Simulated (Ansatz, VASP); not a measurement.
One calculation of TiC, two programs

File INCAR:

```
  PREC = Accurate
  ENCUT = 520
  EDIFF = 1E-7
  ISMEAR = 0
  SIGMA = 0.1
  LREAL = False
  LASPH = True
  NELM = 60
  ALGO = Normal
  ISIF = 2
  LWAVE = False
  LCHARG = True
  GGA = PE
  LELF = True
  LVHAR = True
  NBANDS = 15
```

File KPOINTS:

```
Automatic mesh
0
Gamma
  8 8 8
```

File POSCAR:

```
TiC
1.0
   -1.5561774700      1.5561774700      2.0904655300
    1.5561774700     -1.5561774700      2.0904655300
    1.5561774700      1.5561774700     -2.0904655300
Ti C
1 1
Direct
    0.9283733800      0.9283733800      0.0000000000
    0.5716266200      0.5716266200      0.0000000000
```

Input for Ansatz:

```yaml
crystal:
  lattice:
    - [-1.55617747, 1.55617747, 2.09046553]
    - [1.55617747, -1.55617747, 2.09046553]
    - [1.55617747, 1.55617747, -2.09046553]
  atoms:
    - { symbol: Ti, position: [0.92837338, 0.92837338, 0.0] }
    - { symbol: C, position: [0.57162662, 0.57162662, 0.0] }
basis:
  ecutwfc: 420
kpoints:
  mp_grid: { grid: [8, 8, 8] }
hamiltonian:
  xc: pbe
scf:
  occupations: { method: gaussian, width: 0.1 }
  lower_state_search: "off"
output:
  forces: true
  stress: true
  eigenvalues: true
```

Alike in both runs: task single point; functional PBE; k mesh 8 × 8 × 8; occupations gaussian, width 0.1 eV; no spin polarisation.

|  | VASP | Ansatz |
| --- | --- | --- |
| version | VASP 6.6.1 | Ansatz 0.2.0 |
| potentials or method | VASP PAW PBE potentials, release 64 (Ti_sv, C) | scalar-relativistic, plane waves, PAW |
| plane-wave cutoff (eV) | 520 | 420 |
| valence electrons in the cell | 16 | 16 |

|  | VASP | Ansatz | Ansatz less VASP |
| --- | --- | --- | --- |
| gap on the k mesh at the Fermi level (eV) | none | none | - |
| rms of the force components (eV/Å) | 10.501 | 9.975 | -0.5260 |

Atom by atom the forces differ by 0.526 eV/Å (rms over components). A gap of «none» marks a metal or a gap that the smearing closes. The functional is the same, so the differences come from potentials, cutoffs and numerics.

Caveats: forces of over 1 eV/Å show positions far from the minimum, so gaps and moduli don't describe the material at rest.
